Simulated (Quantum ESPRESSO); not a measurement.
Nb and the effect of the strain (εzz = s)

```
CELL_PARAMETERS angstrom
-1.66395 1.66395 1.66395
1.66395 -1.66395 1.66395
1.66395 1.66395 -1.66395
ATOMIC_POSITIONS crystal
Nb 0.00000 0.00000 0.00000
```

Kept alike: task single point; functional PBE; k mesh 11 × 11 × 11; occupations fermi-dirac, width 0.05 eV; no spin polarisation. Program: Quantum ESPRESSO, SSSP 1.3 efficiency PBE, cutoff 748 eV. The mesh is that of the run's cell of 1 atom. No spin-orbit coupling.

```csv
s,free energy over the lowest row (meV/atom)
-0.02,1.58
-0.01,0.00
0,0.91
0.01,4.22
0.02,9.97
```

The cell shown is the unstrained one; x, y and z are its Cartesian axes; atoms keep their fractions. For a metal such a mesh leaves the last digits unconverged.

The free energy is lowest at -0.01, and 9.97 meV an atom higher at 0.02.
